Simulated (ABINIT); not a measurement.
Wanted: the native input for an ABINIT 10.8.3 (patched build) run.

```yaml
Task: band structure
Functional: rPW86PBE
Potentials_or_basis: JTH PAW PBE v2.0 sp
Cutoff: 544 eV
k_mesh: 8 × 8 × 8
Occupations: fermi-dirac, width 0.05 eV
Spin: no spin polarisation
Fine-grid_cutoff: 1088.46 eV
Exchange_and_correlation_inside_the_PAW_spheres: full angular mesh (pawxcdev 0, this build's default; the released program takes 1)
```

GaSb:

```
Sb Ga
1.0
     0.00000    3.05900    3.05900
     3.05900    0.00000    3.05900
     3.05900    3.05900    0.00000
Sb Ga
1 1
Cartesian
  4.5885 4.5885 4.5885
  0.0000 0.0000 0.0000
```

These files were run (other wordings do the same):

run.abi

```
ndtset 2

pp_dirpath "./"
pseudos "Sb.GGA_PBE-JTH_sp.xml, Ga.GGA_PBE-JTH.xml"

acell 4.3260792873 4.3260792873 4.3260792873 Angstrom
rprim
     0.0000000000     0.7071067812     0.7071067812
     0.7071067812     0.0000000000     0.7071067812
     0.7071067812     0.7071067812     0.0000000000
ntypat 2
znucl 51 31
natom 2
typat 1 2
xred
     0.7500000000     0.7500000000     0.7500000000
     0.0000000000     0.0000000000     0.0000000000

ecut 20.0
pawecutdg 40.0

ixc -144130

occopt 3
tsmear 0.00183747

nstep 100

iomode 3
prtwf 0
prteig 0
prtebands 0
enunit 2
prtden1 1

kptopt1 1
ngkpt1 8 8 8
nshiftk1 1
shiftk1 0.0 0.0 0.0
nband1 13
tolvrs1 1.0e-9

iscf2 -2
getden2 1
nband2 17
nbdbuf2 2
tolwfr2 1.0e-12
kptopt2 -9
ndivsm2 6
prteig2 1
kptbounds2
     0.0000000000     0.0000000000     0.0000000000
     0.5000000000     0.0000000000     0.5000000000
     0.5000000000     0.2500000000     0.7500000000
     0.3750000000     0.3750000000     0.7500000000
     0.0000000000     0.0000000000     0.0000000000
     0.5000000000     0.5000000000     0.5000000000
     0.6250000000     0.2500000000     0.6250000000
     0.5000000000     0.2500000000     0.7500000000
     0.5000000000     0.5000000000     0.5000000000
     0.3750000000     0.3750000000     0.7500000000
```

Potentials or basis: JTH PAW PBE v2.0 sp.

Run with:

```sh
$ abinit run.abi > log 2>&1
```

It gave:

```json
{
 "Pressure": "4.9 GPa",
 "Band gap on the k mesh": "none (metal or under the smearing width)",
 "Valence electrons inside the program's atomic spheres": "Sb 2.38; Ga 11.05"
}
```

Caveat: the PAW data sets were made with another functional, which shifts forces and pressure a little; spin-orbit coupling is left out, which moves the levels of the heavy elements; this set keeps more shells in the core, which shifts pressures and gaps; this crystal is a semiconductor, whose small gap the functional closes, so the metal is an error of the method.

Wall time 90 s on 1 thread of Arm Neoverse V1, on a shared host, peak memory 0.15 GiB.
